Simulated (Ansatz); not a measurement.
## Phases of Mo at 730 GPa

Structure types of Mo are relaxed in primitive cells with their symmetry kept at 730 GPa, first on PAW files, then by LAPW. The enthalpy is E + pV at zero temperature, without zero-point motion. Only the types listed were tried, and differences under about 5 meV/atom are mesh noise. Not among the end structures: fcc, which may lie lower.

All numbers are PBE results (scalar-relativistic) from Ansatz 0.2.0, with Fermi–Dirac smearing of 0.1 eV, no spin polarisation. Methods: LAPW: all electrons, basis error target 0.5 meV/atom; PAW: frozen-core files, cutoff 420 eV.

k meshes: bcc 21×21×21, hcp 20×20×11, diamond 16×16×16, beta tin 20×20×20, omega 10×10×14.

Q: Order the types by LAPW enthalpy, lowest first.
A. omega
B. hcp
C. beta tin
D. diamond
E. bcc

A: B (0 meV/atom), E (22 meV/atom), A (278 meV/atom), C (1810 meV/atom), D (11546 meV/atom).

| start type | ends as | a, b, c (Å) | V (Å³/atom) | H − H(lowest), LAPW (meV/atom) | same, PAW |
| --- | --- | --- | --- | --- | --- |
| bcc | bcc, Im-3m | 2.495, 2.495, 2.495 | 7.76 | 22.3 | 35.3 |
| hcp | hcp, P6_3/mmc | 2.220, 2.220, 3.583 | 7.64 | 0.0 | 0.0 |
| diamond | diamond, Fd-3m | 4.174, 4.174, 4.174 | 9.09 | 11546.2 | 11565.4 |
| beta tin | beta tin, I4_1/amd | 3.919, 3.919, 2.056 | 7.90 | 1810.2 | 1821.7 |
| omega | omega, P6/mmm | 3.522, 3.522, 2.149 | 7.69 | 278.0 | 282.1 |

Q: Split the lead of hcp over bcc into energy and pV.

A: For bcc less hcp: ΔE = -529.0 meV/atom, and p·ΔV = 730 GPa × +0.1210 Å³ × 6.242 meV/(GPa·Å³) = +551.2 meV/atom, together 22.2 meV/atom. hcp wins by its smaller volume, against the internal energy.
